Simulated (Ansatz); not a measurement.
SnO$_{2}$, DFT, PBE, all-electron LAPW, scalar-relativistic (Ansatz 0.2.0), run on 2 threads of Intel(R) Xeon(R) Platinum 8488C (Sapphire Rapids) on a shared host.

The geometry is COD entry 2101853, unchecked; take it as a test cell. The listed cell was then made from it by scaling, straining or moving an atom.

Command: `ansatz run input.yaml --threads 2 --pin off --max-ram 6144MiB --backend cpu --events-out ev --progress --plain --runs-dir out`

```yaml
crystal:
  lattice:
    - [4.73735, 0.0, 0.0]
    - [0.0, 4.73735, 0.0]
    - [0.0, 0.0, 3.250128]
  atoms:
    - { symbol: Sn, position: [0.0, 0.0, 0.0] }
    - { symbol: Sn, position: [0.5, 0.5, 0.5] }
    - { symbol: O, position: [0.30562, 0.30562, 0.0] }
    - { symbol: O, position: [0.19438, 0.80562, 0.5] }
    - { symbol: O, position: [0.69438, 0.69438, 0.0] }
    - { symbol: O, position: [0.80562, 0.19438, 0.5] }
kpoints:
  mp_grid: { grid: [4, 4, 6] }
  band_path:
    path:
      - [0.0, 0.0, 0.0]
      - [0.0, 0.5, 0.0]
      - [0.5, 0.5, 0.0]
      - [0.0, 0.0, 0.0]
      - [0.0, 0.0, 0.5]
      - [0.0, 0.5, 0.5]
      - [0.5, 0.5, 0.5]
      - [0.0, 0.0, 0.5]
      - [0.0, 0.5, 0.0]
    npoints: 5
scf:
  occupations: { method: fermi_dirac, width: 0.03 }
hamiltonian:
  xc: pbe
  pseudopotentials: { kind: all_electron, lapw: { basis_error: 0.001 } }
output:
  forces: true
  stress: true
  eigenvalues: true
```

(1) How large is the problem that the program sets up?

(2) About how long does it take, and how much memory does it use?

## Answers

(1) 24 irreducible k-points, 1419 plane waves at Γ, 58 bands.

(2) 29 s of wall time for 8 SCF iterations, with a peak of 0.59 GiB. Times on shared machines scatter by tens of per cent.
